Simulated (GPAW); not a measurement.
# BAs (F-43m) in GPAW: further runs

One crystal, BAs, is run at these levels: PBE, revPBE+D4, PBE+D3M(BJ), mBEEF; tasks: band structure, equation of state, elastic constants.

Program: GPAW 26.7.0. These are calculated values, not measurements. Logs are shortened: lines on timing, memory, paths and dates and some standing lists are left out, and cuts for length are marked. The log counts tension as positive stress, the text compression.

**Measured values to compare with.**

From “Basic Physical Properties of Cubic Boron Arsenide”, 2019, arxiv:1911.11281, for a bulk crystal of BAs: bulk modulus 148 GPa.

The runs below are set against these values where they give the same quantity.

### Step 1. Starting point

The structure is cubic, space group F-43m (No. 216). The conventional cell has a = 4.777 Å, b = 4.777 Å, c = 4.777 Å, α = 90.00°, β = 90.00°, γ = 90.00°. As (site symmetry -43m) has 4 B at 2.07 Å as nearest neighbours. B (site symmetry -43m) has 4 As at 2.07 Å as nearest neighbours.

### Step 2. Band structure, PBE

The input, run.py:

```python
from ase.dft.bandgap import bandgap
from ase.io import write
from ase.spacegroup import crystal
from ase.units import GPa
from gpaw import GPAW, PW, setup_paths

setup_paths.insert(0, '.')

# As 4c
# B 4a
atoms = crystal(['As', 'B'],
                basis=[[0.25, 0.25, 0.25],
                       [0.0, 0.0, 0.0]],
                spacegroup=216, setting=1,  # F-43m
                cellpar=[4.777, 4.777, 4.777, 90.0, 90.0, 90.0],
                primitive_cell=True)

calc = GPAW(mode=PW(1100),
            xc='PBE',
            kpts={'size': (8, 8, 8), 'gamma': True},
            occupations={'name': 'fermi-dirac', 'width': 0.05},
            setups='sg15',
            nbands=-7,
            convergence={'density': 1e-05, 'energy': 1e-05},
            maxiter=150,
            txt='gpaw.txt')
atoms.calc = calc
energy = atoms.get_potential_energy()
forces = atoms.get_forces()
stress = atoms.get_stress()
calc.write('gs.gpw')
write('result.traj', atoms)
print(f'Energy: {energy:.6f} eV')
print('Forces (eV/A):')
print(forces.round(4))
print('Stress (GPa):', (stress / GPa).round(3))
print('Fermi level:', round(calc.get_fermi_level(), 4), 'eV')
print(f'Gap: {bandgap(calc)[0]:.4f} eV, direct: {bandgap(calc, direct=True)[0]:.4f} eV')

path = atoms.cell.bandpath('GXWKGLUWLK,UX', npoints=80, eps=1e-4)
bs_calc = calc.fixed_density(kpts=path, symmetry='off', nbands=-15,
                             convergence={'bands': 'CBM+6.0', 'eigenstates': 1e-6}, txt='bands.txt')
bs = bs_calc.band_structure()
bs.write('bs.json')
print(f'Gap on the path: {bandgap(bs_calc)[0]:.4f} eV')
```

Potentials or basis: SG15 ONCV 1.2, pw.

The run is started by

```bash
$ OMP_NUM_THREADS=1 python run.py
```

gpaw.txt:

```text
__  _  _
 | _ |_)|_||  |
 |__||  | ||/\| - 26.7.0

Input parameters:
  mode=PW(ecut=1100.0),
  convergence={'density': 1e-05, 'energy': 1e-05},
  kpts=MonkhorstPack(size=(8, 8, 8), gamma=True),
  maxiter=150,
  nbands=-7,
  occupations=Occupations(name='fermi-dirac', width=0.05),
  setups={'default': 'sg15'},
  xc=XC(name='PBE')

Diagonalizing LCAO Hamiltonian
Converting LCAO to pw mode

           As

       B

Atoms  # Å, Bohr magnetons
|   | symbol |        x |        y |        z |    initial magnetic moments |
|---|--------|----------|----------|----------|-----------------------------|
| 0 |     As | 1.194250 | 1.194250 | 1.194250 | ( 0.0000,  0.0000,  0.0000) |
| 1 |      B | 0.000000 | 0.000000 | 0.000000 | ( 0.0000,  0.0000,  0.0000) |

Unit cell  # Å
| periodic |        x |        y |        z |  lengths |    angles |
|----------|----------|----------|----------|----------|-----------|
|      yes | 0.000000 | 2.388500 | 2.388500 | 3.377849 | 60.000000 |
|      yes | 2.388500 | 0.000000 | 2.388500 | 3.377849 | 60.000000 |
|      yes | 2.388500 | 2.388500 | 0.000000 | 3.377849 | 60.000000 |

Number of symmetries: 24
Symmetry operations  # r_c * U_cc + t_c -> r_c
|    | kind |            matrix            |
|----|------|------------------------------|
|  0 |  E   |  1, 0, 0,  0, 1, 0,  0, 0, 1 |
|  1 |  σ   |  1, 0, 0,  0, 0, 1,  0, 1, 0 |
|  2 |  σ   |  1, 0,-1,  0, 1,-1,  0, 0,-1 |
|  3 |  C3  |  1, 0,-1,  0, 0,-1,  0, 1,-1 |
|  4 |  C3  |  1,-1, 0,  0,-1, 1,  0,-1, 0 |
|  5 |  σ   |  1,-1, 0,  0,-1, 0,  0,-1, 1 |
|  6 |  σ   |  0, 1, 0,  1, 0, 0,  0, 0, 1 |
|  7 |  C3  |  0, 1, 0,  0, 0, 1,  1, 0, 0 |
|  8 |  C2  |  0, 1,-1,  1, 0,-1,  0, 0,-1 |
|  9 |  S4  |  0, 1,-1,  0, 0,-1,  1, 0,-1 |
| 10 |  C3  |  0, 0, 1,  1, 0, 0,  0, 1, 0 |
| 11 |  σ   |  0, 0, 1,  0, 1, 0,  1, 0, 0 |
| 12 |  S4  |  0, 0,-1,  1, 0,-1,  0, 1,-1 |
| 13 |  C3  |  0, 0,-1,  0, 1,-1,  1, 0,-1 |
| 14 |  S4  |  0,-1, 1,  1,-1, 0,  0,-1, 0 |
| 15 |  C2  |  0,-1, 1,  0,-1, 0,  1,-1, 0 |
| 16 |  C3  |  0,-1, 0,  1,-1, 0,  0,-1, 1 |
| 17 |  S4  |  0,-1, 0,  0,-1, 1,  1,-1, 0 |
| 18 |  S4  | -1, 1, 0, -1, 0, 1, -1, 0, 0 |
| 19 |  C3  | -1, 1, 0, -1, 0, 0, -1, 0, 1 |
| 20 |  C3  | -1, 0, 1, -1, 1, 0, -1, 0, 0 |
| 21 |  S4  | -1, 0, 1, -1, 0, 0, -1, 1, 0 |
| 22 |  σ   | -1, 0, 0, -1, 1, 0, -1, 0, 1 |
| 23 |  C2  | -1, 0, 0, -1, 0, 1, -1, 1, 0 |

BZ-sampling:
  Number of BZ points: 512
  Number of IBZ points: 29

  Monkhorst-Pack size: [8, 8, 8]
  Monkhorst-Pack shift: [0.0625, 0.0625, 0.0625]

K-points  # in reciprocal-cell coordinates
|     |                                coordinates |     weight |
|-----|--------------------------------------------|------------|
|   0 | (  0.00000000,   0.00000000,   0.00000000) | 0.00195312 |
|   1 | (  0.12500000,   0.12500000,   0.00000000) | 0.01171875 |
|   2 | (  0.12500000,   0.12500000,   0.12500000) | 0.01562500 |
|   3 | (  0.25000000,   0.12500000,   0.12500000) | 0.02343750 |
|   4 | (  0.25000000,   0.25000000,   0.00000000) | 0.01171875 |
|   5 | (  0.25000000,   0.25000000,   0.12500000) | 0.04687500 |
|   6 | (  0.25000000,   0.25000000,   0.25000000) | 0.01562500 |
|   7 | (  0.37500000,   0.25000000,  -0.37500000) | 0.04687500 |
|   8 | (  0.37500000,   0.25000000,   0.12500000) | 0.04687500 |
|   9 | (  0.37500000,   0.25000000,   0.25000000) | 0.04687500 |
| ... |                                            |            |
|  28 | (  0.50000000,   0.50000000,   0.50000000) | 0.00781250 |

Plane wave coefficients: 2276
Cutoff: 1100.0 eV

Spin-components: 1 (collinear spins)
Bands:           11
Projectors:      10
Spin-degeneracy: 2
Datatype:        complex128

Parallelization:
  kpt:    1
  domain: 1
  band:   1

Density:
  Valence electrons: 8.0
  Components: 1
  Grid points: [27 27 27]
  Charge: 0.0  # |e|

Potential:
  Grid points: [27 27 27]

species:
  Norm-conserving UPF setup:
    Element:   As
    Z:         33
    Valence:  5.0
  Projectors:
    l=0 rcut=2.97
    l=0 rcut=2.97
    l=1 rcut=2.97
    l=1 rcut=2.97
    l=2 rcut=2.97
    l=2 rcut=2.97
  No states stored on this setup
  Local potential cutoff: 4.72
  Comp charge cutoff:     4.72
  File: ./As_ONCV_PBE-1.2.upf

    LCAO basis set for As:
      Name: atompaw.sz
      This basis set was not loaded from a file
      Number of radial functions: 2
      Number of spherical harmonics: 4
        l=0, rc=8.9500 Bohr: 4s e=-0.532 f=2.000
        l=1, rc=8.9500 Bohr: 4p e=-0.191 f=3.000
      Number of RI-basis functions 0

  Norm-conserving UPF setup:
    Element:    B
    Z:          5
    Valence:  3.0
  Projectors:
    l=0 rcut=1.93
    l=0 rcut=1.93
    l=1 rcut=1.93
    l=1 rcut=1.93
  No states stored on this setup
  Local potential cutoff: 2.14
  Comp charge cutoff:     2.14
  File: ./B_ONCV_PBE-1.2.upf

    LCAO basis set for B:
      Name: atompaw.sz
      This basis set was not loaded from a file
      Number of radial functions: 2
      Number of spherical harmonics: 4
        l=0, rc=8.9500 Bohr: 2s e=-0.344 f=2.000
        l=1, rc=8.9500 Bohr: 2p e=-0.132 f=1.000
      Number of RI-basis functions 0

Reference energy: 0.000000  # eV

eigensolver:
  PPCG
  Converge bands: occupied
  niter=2

density mixing:
  MSR1-Mixer
  Pratt-step length: 0.05
  Maximum mixing coefficient: 0.75
  Old densities: 10
  SVD Regularization: 0.005
  Good broyden scale: 1.0
  Trust region scale: 1.0
  Backstep threshold: 4.0
  History deletion threshold: 6.0
  Fourier metric: weight=20.0, sigma=0.015

occupation numbers:
  Fermi-Dirac:
    width: 0.0500  # eV

poisson solver:
  ecut: 8800.0  # eV

xc functional:
  name: PBE with 2 nearest neighbor stencil

convergence criteria:
- Maximum integral of absolute [dens]ity change: 1e-05 electrons / valence electron
- Maximum [total energy] change in last 3 cyles: 1e-05 eV / valence electron
- Maximum integral of absolute [eigenst]ate change: 4e-08 eV^2 / valence electron
maximum number of iterations: 150

SCF iterations
|iter     | |      energy | eigst |  dens |
|---------|-|-------------|-------|-------|
|iter:   1| | -250.456068 | -0.14 |       |
|iter:   2| | -250.327252 | -2.18 | -0.69 |
|iter:   3| | -249.787103 | -1.40 | -0.73 |
|iter:   4| | -249.780091 | -3.13 | -1.42 |
|iter:   5| | -249.779709 | -4.00 | -1.88 |
|iter:   6| | -249.779704 | -5.49 | -2.70 |
|iter:   7| | -249.779704c| -7.09 | -3.72 |
|iter:   8| | -249.779705c| -7.98c| -4.26 |
|iter:   9| | -249.779705c| -9.17c| -5.61c|

Converged in 9 steps
Energy contributions relative to reference atoms: (reference = 0.000000)

Energy contributions:
  Kinetic:         153.247418
  Coulomb:        -283.457506
  Zero:            -46.284407
  External:          0.000000
  Xc:              -73.285209
  Entropy:          -0.000000
  Spinorbit:         0.000000
  ----------------------------
  Free energy:    -249.779705
  Extrapolated:   -249.779705

dipole moment: (-11.011406, -11.011406, -11.011406)  # |e|*Ang

Fermi level: 4.469
Eigenvalues  # (at kpt = [0.000, 0.000, 0.000])
| band index |      eig [eV] | occ [0-2] |
|------------|---------------|-----------|
|          0 |       -11.481 |     2.000 |
|          1 |         3.883 |     2.000 |
|          2 |         3.883 |     2.000 |
|          3 |         3.883 |     2.000 |
|          4 |         7.170 |     0.000 |
|          5 |         7.170 |     0.000 |
|          6 |         7.170 |     0.000 |
|          7 |         8.563 |     0.000 |
|          8 |        13.494 |     0.000 |
|          9 |        17.081 |     0.000 |
|         10 |        17.203 |     0.000 |

Gap: 1.207 eV
Transition (v -> c):
  (s=0, k=0, n=3, [0.00, 0.00, 0.00]) -> (s=0, k=12, n=4, [0.38, 0.38, 0.00])
Direct/indirect transitions are different
Direct gap: 3.287 eV
Transition at: (s=0, k=0, n=3, [0.00, 0.00, 0.00])

Forces  # eV/Ang
|        x |        y |       z |
|----------|----------|---------|
|  0.00000 | -0.00000 | 0.00000 |  # As   0
| -0.00000 |  0.00000 | 0.00000 |  # B    1

Stress tensor  # eV/Ang^3
|         x |         y |         z |
|-----------|-----------|-----------|
| -0.001554 | -0.000000 |  0.000000 |
| -0.000000 | -0.001554 |  0.000000 |
|  0.000000 |  0.000000 | -0.001554 |

# Writing to gs.gpw (mode='')
```

Run time: 30 s. Hardware: 1 thread of Intel Xeon Platinum 8559C (Emerald Rapids), shared host; peak memory 0.29 GiB.

What came out:

```yaml
Free_energy: -249.7797 eV
Pressure: 0.2 GPa
Band_gap_on_the_k_mesh: 1.21 eV, indirect (least direct gap 3.29 eV)
Band_gap_along_the_path: 1.20 eV, indirect (least direct gap 3.29 eV)
```

Levels at the corners of the path, in eV from the valence-band top:
| point | band 2 | band 3 | band 4 | band 5 | band 6 | band 7 |
| --- | --- | --- | --- | --- | --- | --- |
| Γ | 0.00 | 0.00 | 0.00 | 3.29 | 3.29 | 3.29 |
| X | -8.49 | -4.06 | -4.06 | 1.45 | 1.46 | 11.34 |
| W | -8.03 | -5.47 | -5.18 | 5.26 | 5.93 | 6.85 |
| K | -8.11 | -5.93 | -3.47 | 2.06 | 5.56 | 9.22 |
| Γ | 0.00 | 0.00 | 0.00 | 3.29 | 3.29 | 3.29 |
| L | -8.76 | -1.81 | -1.81 | 2.70 | 4.80 | 4.80 |
| U | -8.11 | -5.93 | -3.47 | 2.06 | 5.56 | 9.22 |
| W | -8.03 | -5.47 | -5.18 | 5.26 | 5.93 | 6.85 |
| L | -8.76 | -1.81 | -1.81 | 2.70 | 4.80 | 4.80 |
| K | -8.11 | -5.93 | -3.47 | 2.06 | 5.56 | 9.22 |
| U | -8.11 | -5.93 | -3.47 | 2.06 | 5.56 | 9.22 |
| X | -8.49 | -4.06 | -4.06 | 1.45 | 1.46 | 11.34 |

### Step 3. Equation of state, revPBE+D4

The input, run.py:

```python
from ase import Atoms
from ase.calculators.mixing import SumCalculator
from ase.eos import EquationOfState
from ase.io import Trajectory
from ase.units import GPa
from dftd4.ase import DFTD4
from gpaw import GPAW, PW

atoms = Atoms(['As', 'B'],
              cell=[[0.0, 2.3885, 2.3885],
                    [2.3885, 0.0, 2.3885],
                    [2.3885, 2.3885, 0.0]],
              scaled_positions=[[0.75, 0.75, 0.75],
                                [0.0, 0.0, 0.0]],
              pbc=True)

traj = Trajectory('eos.traj', 'w')
volumes, energies = [], []
for x in [0.94, 0.96, 0.98, 1.0, 1.02, 1.04, 1.06]:
    a = atoms.copy()
    a.set_cell(atoms.cell * x**(1 / 3), scale_atoms=True)
    calc = GPAW(mode=PW(800),
                xc='revPBE',
                kpts={'size': (8, 8, 8), 'gamma': True},
                occupations={'name': 'fermi-dirac', 'width': 0.05},
                nbands=11,
                convergence={'density': 1e-05, 'energy': 1e-05},
                maxiter=150,
                txt=f'eos-{x:.2f}.txt')
    a.calc = SumCalculator([calc, DFTD4(method='revpbe')])
    energies.append(a.get_potential_energy())
    volumes.append(a.get_volume())
    p = -a.get_stress()[:3].mean() / GPa
    calc.write(f'eos-{x:.2f}.gpw')
    traj.write(a)
    print(f'{x:.2f} {volumes[-1]:10.4f} A^3 {energies[-1]:14.6f} eV {p:9.3f} GPa', flush=True)

v0, e0, B = EquationOfState(volumes, energies, eos='birchmurnaghan').fit()
print(f'V0 = {v0:.4f} A^3, E0 = {e0:.6f} eV, B0 = {B / GPa:.2f} GPa')
```

Potentials or basis: the program's PAW data sets (release 1.2.1) made for this functional, pw.

The run is started by

```bash
$ OMP_NUM_THREADS=1 python run.py
```

Run time: 50 s. Hardware: 1 thread of Intel Xeon Platinum 8559C (Emerald Rapids), shared host; peak memory 0.22 GiB.

The run converged. Its results:

| Property | Result |
| --- | --- |
| Equilibrium volume | 13.28 Å³/atom |
| Bulk modulus | 145 GPa |
| Pressure derivative of the bulk modulus | 4.5 |

Energy against volume, from the lowest point:
```tsv
volume (Å³/atom)	energy (meV/atom)
12.809	8.00
13.081	1.26
13.354	0.00
13.626	3.67
13.899	11.73
14.171	23.74
14.444	39.26
```

(Part 1 of 2 ends here.)
